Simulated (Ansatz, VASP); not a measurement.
# One calculation of Sc, two programs

File INCAR:

```
SYSTEM = Sc
ALGO = Normal
EDIFF = 1E-6
ENCUT = 520
GGA = CA
ISIF = 2
ISMEAR = -1
LASPH = .True.
LCHARG = .False.
LREAL = .False.
LWAVE = .False.
NBANDS = 12
NELM = 100
PREC = Accurate
SIGMA = 0.1
```

KPOINTS

```
k-points
0
Gamma
  15 15 15
  0 0 0
```

Contents of POSCAR:

```
Sc
1.0
    0.0000000000      1.8888729972      1.8888729972
    1.8888729972      0.0000000000      1.8888729972
    1.8888729972      1.8888729972      0.0000000000
Sc
1
Direct
    0.0000000000      0.0000000000      0.0000000000
```

Input for Ansatz:

```yaml
crystal:
  lattice:
    - [0.0, 1.8888729972, 1.8888729972]
    - [1.8888729972, 0.0, 1.8888729972]
    - [1.8888729972, 1.8888729972, 0.0]
  atoms:
    - { symbol: Sc, position: [0.0, 0.0, 0.0] }
kpoints:
  mp_grid: { grid: [15, 15, 15] }
scf:
  occupations: { method: fermi_dirac, width: 0.1 }
hamiltonian:
  xc: lda
  pseudopotentials: { kind: all_electron, lapw: { basis_error: 0.001 } }
output:
  forces: true
  stress: true
  eigenvalues: true
  populations: true
```

Change from the starting cell: volume scaled by 0.6, LAPW.

Alike in both runs: task single point; functional LDA; k mesh 15 × 15 × 15; occupations fermi-dirac, width 0.1 eV; no spin polarisation.

|  | VASP | Ansatz |
| --- | --- | --- |
| version | VASP 6.6.1 | Ansatz 0.2.0 |
| potentials or method | VASP PAW LDA potentials, release 64 (Sc_sv) | all-electron LAPW, scalar-relativistic |
| plane-wave cutoff (eV) | 520 | see its input |

Ansatz gave:

| Quantity | Value |
| --- | --- |
| pressure (GPa) | 62.7 |

Problem. Estimate VASP's values.

Solution. Pressure (GPa): 63.7.

Ansatz ran all-electron here, so the differences hold the error of VASP's frozen core and of both bases.

Caveats: the cell as given lies far from equilibrium; so large a pressure means that the cell lies far from this level's equilibrium, or that cutoff or potentials fall short (VASP).
